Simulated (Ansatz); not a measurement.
# ZnS (Wurtzite-2H) (P6_3mc) in Ansatz: convergence with k mesh

Aim: find how far k mesh must go before the results for ZnS (Wurtzite-2H) settle, at PBEsol. This setting moves, with any that are tied to it; all else stays.

All numbers are computed with Ansatz 0.2.0; they aren't measurements. Logs are shortened: lines on timing, memory, paths and dates and some standing lists are left out, and cuts for length are marked.

## 1. The crystal as given

It takes space group P6_3mc (No. 186, hexagonal). Conventional cell: a = 3.811 Å, b = 3.811 Å, c = 6.234 Å, α = 90.00°, β = 90.00°, γ = 120.00°. Zn (site symmetry 3m) has 4 S at 2.31 to 2.40 Å as nearest neighbours. S (site symmetry 3m) has 4 Zn at 2.31 to 2.40 Å as nearest neighbours.

## 2. With k mesh 3 × 3 × 2

The input, input.yaml:

```yaml
crystal:
  lattice:
    - [3.811, 0.0, 0.0]
    - [-1.9055, 3.3004228138, 0.0]
    - [0.0, 0.0, 6.234]
  atoms:
    - { symbol: Zn, position: [0.6666666667, 0.3333333333, 0.5] }
    - { symbol: Zn, position: [0.3333333333, 0.6666666667, 0.0] }
    - { symbol: S, position: [0.6666666667, 0.3333333333, 0.885] }
    - { symbol: S, position: [0.3333333333, 0.6666666667, 0.385] }
hamiltonian:
  xc: pbesol
  pseudopotentials: { kind: paw }
kpoints:
  mp_grid: { grid: [3, 3, 2] }
scf:
  occupations: { method: fermi_dirac, width: 0.05 }
output:
  forces: true
  stress: true
  eigenvalues: true
```

Potentials or basis: Ansatz PAW.

Command:

```bash
$ ansatz run input.yaml --threads 2 --pin off --max-ram 5632MiB --backend cpu --events-out ev --progress --plain --runs-dir out
```

Wall time 2 s (2 threads of Intel Xeon at 2.50GHz (Skylake/Cascade Lake), shared host); peak memory 0.32 GiB.

Results:

```
Free energy            : -8334.5998 eV
Pressure               : -0.6 GPa
Largest force          : 0.357 eV/Å
Band gap on the k mesh : 2.10 eV, direct
```

## 3. With k mesh 4 × 4 × 2

Changes to input.yaml since step 2:

```diff
@@ -14,3 +14,3 @@
 kpoints:
-  mp_grid: { grid: [3, 3, 2] }
+  mp_grid: { grid: [4, 4, 2] }
 scf:
```

Potentials or basis: Ansatz PAW.

Command:

```bash
$ ansatz run input.yaml --threads 2 --pin off --max-ram 5632MiB --backend cpu --events-out ev --progress --plain --runs-dir out
```

Run time: 2.2 s. Hardware: 2 threads of Intel Xeon at 2.50GHz (Skylake/Cascade Lake), shared host; peak memory 0.33 GiB.

Results:

```yaml
Free_energy: -8334.7900 eV
Pressure: -1.2 GPa
Largest_force: 0.321 eV/Å
Band_gap_on_the_k_mesh: 2.11 eV, direct
```

## 4. With k mesh 5 × 5 × 3

Changes to input.yaml since step 3:

```diff
@@ -14,3 +14,3 @@
 kpoints:
-  mp_grid: { grid: [4, 4, 2] }
+  mp_grid: { grid: [5, 5, 3] }
 scf:
```

Command:

```bash
$ ansatz run input.yaml --threads 2 --pin off --max-ram 5632MiB --backend cpu --events-out ev --progress --plain --runs-dir out
```

It took 2.5 s on 2 threads of Intel Xeon at 2.50GHz (Skylake/Cascade Lake), shared host; peak memory 0.32 GiB.

What came out:

```
Free energy            : -8334.8277 eV
Pressure               : -1.2 GPa
Largest force          : 0.310 eV/Å
Band gap on the k mesh : 2.11 eV, direct
```

## 5. With k mesh 6 × 6 × 3

Changes to input.yaml since step 4:

```diff
@@ -14,3 +14,3 @@
 kpoints:
-  mp_grid: { grid: [5, 5, 3] }
+  mp_grid: { grid: [6, 6, 3] }
 scf:
```

Command:

```bash
$ ansatz run input.yaml --threads 2 --pin off --max-ram 5632MiB --backend cpu --events-out ev --progress --plain --runs-dir out
```

It took 3.6 s on 2 threads of Intel Xeon at 2.50GHz (Skylake/Cascade Lake), shared host; peak memory 0.33 GiB.

What came out:

```yaml
Free_energy: -8334.8375 eV
Pressure: -1.3 GPa
Largest_force: 0.308 eV/Å
Band_gap_on_the_k_mesh: 2.11 eV, direct
```

## 6. With k mesh 7 × 7 × 4

Changes to input.yaml since step 5:

```diff
@@ -14,3 +14,3 @@
 kpoints:
-  mp_grid: { grid: [6, 6, 3] }
+  mp_grid: { grid: [7, 7, 4] }
 scf:
```

Potentials or basis: Ansatz PAW.

Command:

```bash
$ ansatz run input.yaml --threads 2 --pin off --max-ram 5632MiB --backend cpu --events-out ev --progress --plain --runs-dir out
```

Wall time 4.5 s (2 threads of Intel Xeon at 2.50GHz (Skylake/Cascade Lake), shared host); peak memory 0.34 GiB.

Results (log left out):

```
Free energy            : -8334.8421 eV
Pressure               : -1.3 GPa
Largest force          : 0.307 eV/Å
Band gap on the k mesh : 2.11 eV, direct
```

## 7. With k mesh 9 × 9 × 5

Changes to input.yaml since step 6:

```diff
@@ -14,3 +14,3 @@
 kpoints:
-  mp_grid: { grid: [7, 7, 4] }
+  mp_grid: { grid: [9, 9, 5] }
 scf:
```

Command:

```bash
$ ansatz run input.yaml --threads 2 --pin off --max-ram 5632MiB --backend cpu --events-out ev --progress --plain --runs-dir out
```

Wall time 6 s (2 threads of Intel Xeon at 2.50GHz (Skylake/Cascade Lake), shared host); peak memory 0.35 GiB.

Results (log left out):

```
Free energy            : -8334.8431 eV
Pressure               : -1.3 GPa
Largest force          : 0.306 eV/Å
Band gap on the k mesh : 2.11 eV, direct
```

## 8. With k mesh 11 × 11 × 6

Changes to input.yaml since step 7:

```diff
@@ -14,3 +14,3 @@
 kpoints:
-  mp_grid: { grid: [9, 9, 5] }
+  mp_grid: { grid: [11, 11, 6] }
 scf:
```

Command:

```bash
$ ansatz run input.yaml --threads 2 --pin off --max-ram 5632MiB --backend cpu --events-out ev --progress --plain --runs-dir out
```

Wall time 9.8 s (2 threads of Intel Xeon at 2.50GHz (Skylake/Cascade Lake), shared host); peak memory 0.39 GiB.

The run converged. Its results:

| Property | Result |
| --- | --- |
| Free energy | -8334.8433 eV |
| Pressure | -1.3 GPa |
| Largest force | 0.306 eV/Å |
| Band gap on the k mesh | 2.11 eV, direct |

## 9. With k mesh 13 × 13 × 7

Changes to input.yaml since step 8:

```diff
@@ -14,3 +14,3 @@
 kpoints:
-  mp_grid: { grid: [11, 11, 6] }
+  mp_grid: { grid: [13, 13, 7] }
 scf:
```

Potentials or basis: Ansatz PAW.

Command:

```bash
$ ansatz run input.yaml --threads 2 --pin off --max-ram 5632MiB --backend cpu --events-out ev --progress --plain --runs-dir out
```

Log:

```text
Warning: RAYON_NUM_THREADS=2 ignored (pool sized by the plan → 2); use --threads N
Engine: ansatz 0.2.0, x86_64-unknown-linux-gnu
Pseudopotentials: kind: paw
Pseudopotential: Zn, paw, valence charge 12, recommended cutoff 420 eV (normal), Zn.paw.azcp
Pseudopotential: S, paw, valence charge 6, recommended cutoff 420 eV (normal), S.paw.azcp
Functional definition: PBEsol
  exchange = pbesol_x
  correlation = pbesol_c
Crystal: 4 atoms, lattice volume = 78.411 Å³
Basis set: ecut = 420 eV, 1521 PW (Γ), exchange–correlation on 54×54×90 points (8 copies of the dense FFT grid, shifted against one another)
Bands: 22, of which v1, the nominal top of the filled ones, is band 18 counted from 1 (17 counted from 0)
Symmetry: 12 space group operations
Space group: P63mc (ITA 186), of the structure as read, at distance tolerance 4.3e-5 Å
k-points: 84 of 1183 (time reversal used)
Non-local potential: Zn, projectors of the file, l = 0: 2, l = 1: 2, l = 2: 3, l = 3: 1
Non-local potential: S, projectors of the file, l = 0: 2, l = 1: 2, l = 2: 2
PAW form: soft (Blöchl's): semilocal exchange-correlation on the pseudo side does not see the compensation charge
PAW frozen core: Zn, regenerated for the run's functional, and the local potential with it (the file was generated under x = pbe(κ = 0.804, μ = 0.2195149727645171), c = pbe(β = 0.06672455060314922))
PAW frozen core: S, regenerated for the run's functional, and the local potential with it (the file was generated under x = pbe(κ = 0.804, μ = 0.2195149727645171), c = pbe(β = 0.06672455060314922))
PAW one-centre angular grid: Zn, 590 points (default); XC on 64 Gauss nodes
PAW one-centre angular grid: S, 110 points (default); XC on 64 Gauss nodes
Initial density: superposition of atomic densities (neutral atoms: chi_scale 0, normalization atom), corrected by the library's trained network
Initial wavefunctions: pseudopotential atomic-orbital guess
Functional: x = pbesol(κ = 0.804, μ = 0.12345679012345678), c = pbesol(β = 0.046)
SCF iter   1: F=—  HF=-8334.851188 eV  |F-HF|=—  |Δ(HF+E_count)|=         —  Δρ=5.37e-3  dr2=2.60e-2  ethr=1.77e-3  ⟨swp⟩=5.7  Hψ=8627  notcnv=0
preconditioner: auto → Resta (q_TF=auto, 2.396 Å⁻¹)  ε∞=6.7  [insulator: Δε(μ)=2.059 eV  Ē_g=10.558 eV  σ=0.050 eV  W_gap=1.00  n_scr=22 (ndim 8)  ℏωp=25.2 eV  f_vac=0.040  D(μ)=0.00/eV (n_scr^D=0)  ε∞_Penn≈6.7]
SCF iter   2: F=—  HF=-8334.844675 eV  |F-HF|=—  |Δ(HF+E_count)|=   6.51e-3  Δρ=2.00e-3  dr2=5.38e-3  ethr=7.23e-5  ⟨swp⟩=2.5  Hψ=4027  notcnv=0
SCF iter   3: F=—  HF=-8334.843694 eV  |F-HF|=—  |Δ(HF+E_count)|=   9.81e-4  Δρ=1.50e-3  dr2=1.19e-3  ethr=1.49e-5  ⟨swp⟩=2.0  Hψ=3251  notcnv=0
SCF iter   4: F=—  HF=-8334.843233 eV  |F-HF|=—  |Δ(HF+E_count)|=   4.61e-4  Δρ=3.87e-4  dr2=1.20e-4  ethr=3.31e-6  ⟨swp⟩=2.0  Hψ=2916  notcnv=0
SCF iter   5: F=—  HF=-8334.843291 eV  |F-HF|=—  |Δ(HF+E_count)|=   5.80e-5  Δρ=8.32e-5  dr2=8.64e-6  ethr=3.32e-7  ⟨swp⟩=3.0  Hψ=3548  notcnv=0
SCF iter   6: F=—  HF=-8334.843271 eV  |F-HF|=—  |Δ(HF+E_count)|=   1.97e-5  Δρ=3.93e-5  dr2=1.05e-6  ethr=2.40e-8  ⟨swp⟩=2.0  Hψ=3360  notcnv=0
SCF iter   7: F=-8334.843272 eV  HF=-8334.843272 eV  |F-HF|=7.06e-8  |Δ(HF+E_count)|=   1.15e-6  Δρ=7.26e-6  dr2=4.84e-8  ethr=2.78e-10  ⟨swp⟩=3.2  Hψ=8377  notcnv=0
SCF 1 converged in 7 iterations: F = -8334.843272 eV  dr2 = 4.84e-8
SCF converged after 7 iterations
Free energy (F): -8334.843272 eV
Harris-Foulkes:  -8334.843272 eV  (|F-HF|=7.06e-8)
Internal energy: -8334.843272 eV  (E = F + TS)
E sigma→0 (E₀):  -8334.843272 eV
Fermi energy:    6.878672 eV
--- Per-component energies (eV) ---
  E_band       = 7.474049
  E_kinetic    = 476.359444
  E_local      = -4082.979957  (includes V_loc(G=0)·N_el)
  E_nonlocal   = 1288.134178
  E_hartree    = 1704.335998
  E_xc         = -463.676660
  E_vxc        = -279.910218  (∫ρ·V_xc dr)
  E_paw        = -4750.570723  (= ΣΔE_a)
  E_vpaw       = -802.809734  (= ΣTr[D̂ρ^β])
  E_aug_tail   = -0.000741  (compensation charges beyond the density's cutoff)
  E_ewald      = -2508.163419
  E_core_change = 1.718608  (= ΣΔE_core)
  E_smearing   = -0.000000  (= −TS)
  E_closure    = -0.000000  (closes the sum)
  Σ components = -8334.843272   (vs F -8334.843272, Δ=0.00e0)
--- Forces (eV/Å), atoms counted from 1 ---
  atom   1  Zn     0.00000000     0.00000000     0.30628114
  atom   2  Zn     0.00000000    -0.00000000     0.30628114
  atom   3  S      0.00000000     0.00000000    -0.30626843
  atom   4  S      0.00000000    -0.00000000    -0.30626843
  max |Σ_I F_I| component: 2.54e-5 eV/Å
--- Stress (GPa, compression-positive) ---
       -0.682081      -0.000000       0.000000
       -0.000000      -0.682081       0.000000
        0.000000       0.000000      -2.502733
  P = ⅓ Tr σ = -1.2890 GPa (-12.890 kbar)
--- Band table (eV; the first three rows and the last of 84) ---
  k-point 0: bands = ["-7.4421", "-6.5007", "-0.6399", "-0.6399", "-0.5762", "-0.5762", "-0.5658", "-0.1597", "-0.1597", "-0.0784", "-0.0784", "0.0767", "0.5362", "4.8966", "4.8966", "5.7543", "5.7543", "5.7667", "7.8763", "8.6415", "11.9435", "11.9435"]
  k-point 1: bands = ["-7.4023", "-6.5560", "-0.6381", "-0.6381", "-0.5808", "-0.5808", "-0.5691", "-0.1546", "-0.1546", "-0.1517", "-0.0814", "-0.0814", "0.9331", "4.9357", "4.9357", "5.3082", "5.7080", "5.7080", "8.2811", "8.6967", "11.9692", "11.9692"]
  k-point 2: bands = ["-7.2878", "-6.7051", "-0.6322", "-0.6322", "-0.5926", "-0.5926", "-0.5734", "-0.3818", "-0.1410", "-0.1410", "-0.0903", "-0.0903", "1.6438", "4.4148", "5.0471", "5.0471", "5.5807", "5.5807", "8.8540", "8.9187", "11.8695", "12.0619"]
  k-point 83: bands = ["-6.2426", "-6.2193", "-0.4845", "-0.4636", "-0.4385", "-0.4067", "-0.2686", "-0.2654", "-0.1587", "-0.1586", "0.1734", "0.2114", "0.9398", "1.0135", "2.4887", "2.8446", "4.3770", "4.5030", "10.1864", "10.2981", "11.7009", "12.4213"]
```

It took 12 s on 2 threads of Intel Xeon at 2.50GHz (Skylake/Cascade Lake), shared host; peak memory 0.41 GiB.

What came out:

```yaml
Free_energy: -8334.8433 eV
Pressure: -1.3 GPa
Largest_force: 0.306 eV/Å
Band_gap_on_the_k_mesh: 2.11 eV, direct
```

## 10. Result

| k mesh | energy less the tightest run, at zero smearing (meV/atom) | pressure (GPa) | largest force (eV/Å) | gap on the mesh (eV) | SCF cycles | CPU time (s) | peak memory (GiB) |
| --- | --- | --- | --- | --- | --- | --- | --- |
| 3 × 3 × 2 | 60.86 | -0.64 | 0.357 | 2.096 | 7 | 2.9 | 0.32 |
| 4 × 4 × 2 | 13.32 | -1.16 | 0.321 | 2.105 | 7 | 3.2 | 0.33 |
| 5 × 5 × 3 | 3.90 | -1.24 | 0.310 | 2.108 | 7 | 4 | 0.32 |
| 6 × 6 × 3 | 1.44 | -1.27 | 0.308 | 2.109 | 7 | 5.1 | 0.33 |
| 7 × 7 × 4 | 0.30 | -1.29 | 0.307 | 2.109 | 7 | 7.5 | 0.34 |
| 9 × 9 × 5 | 0.04 | -1.29 | 0.306 | 2.110 | 7 | 11 | 0.35 |
| 11 × 11 × 6 | 0.00 | -1.29 | 0.306 | 2.110 | 7 | 18 | 0.39 |
| 13 × 13 × 7 | 0.00 | -1.29 | 0.306 | 2.110 | 7 | 23 | 0.41 |

Against the tightest run, the energy stays within 1 meV/atom from 7 × 7 × 4 on; the pressure stays within 0.1 GPa from 5 × 5 × 3 on; the largest force stays within 0.005 eV/Å from 5 × 5 × 3 on; the gap on the mesh stays within 0.01 eV from 4 × 4 × 2 on. Meshes of other sizes hit other points, so gaps and Fermi surfaces needn't settle smoothly. The tightest run that finished is the yardstick and may itself not be fully converged.

Caveats: odd divisions of the mesh miss points on the zone boundary, where band edges often lie, so the gap on the mesh can be too wide; the PAW data sets come from PBE, with cores solved anew for the run's functional, which leaves a small shift of forces and pressure.
